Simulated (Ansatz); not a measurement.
## Pb in Ansatz: the effect of functional

The system is Pb.

```xyz
1
Lattice="-1.9797 1.9797 1.9797 1.9797 -1.9797 1.9797 1.9797 1.9797 -1.9797" Properties=species:S:1:pos:R:3 pbc="T T T"
Pb    0.0000    0.0000    0.0000
```

This isn't the form of Pb at room conditions, which is fcc.

Alike in all runs:

| Quantity | Value |
| --- | --- |
| Program | Ansatz 0.2.0 |
| Task | band structure |
| Potentials or basis | Ansatz PAW |
| k mesh | 5 × 5 × 5 |
| Occupations | fermi-dirac, width 0.05 eV |
| Spin | no spin polarisation |

| functional | cutoff | pressure (GPa) |
| --- | --- | --- |
| LDA | 420 eV (not typed: the program's choice for these potentials) | -1.4 |
| PBEsol | 420 eV (not typed: the program's choice for these potentials) | ? |
| r2SCAN | 500 eV (not typed: the program's choice for these potentials) | 1.7 |

What does the run with functional PBEsol give?

Pressure 0.1 GPa.

Caveats: all runs use coarse meshes; the PAW data sets come from PBE, with cores solved anew for the run's functional, which leaves a small shift of forces and pressure.

Runs at the PBE level aren't shown here.
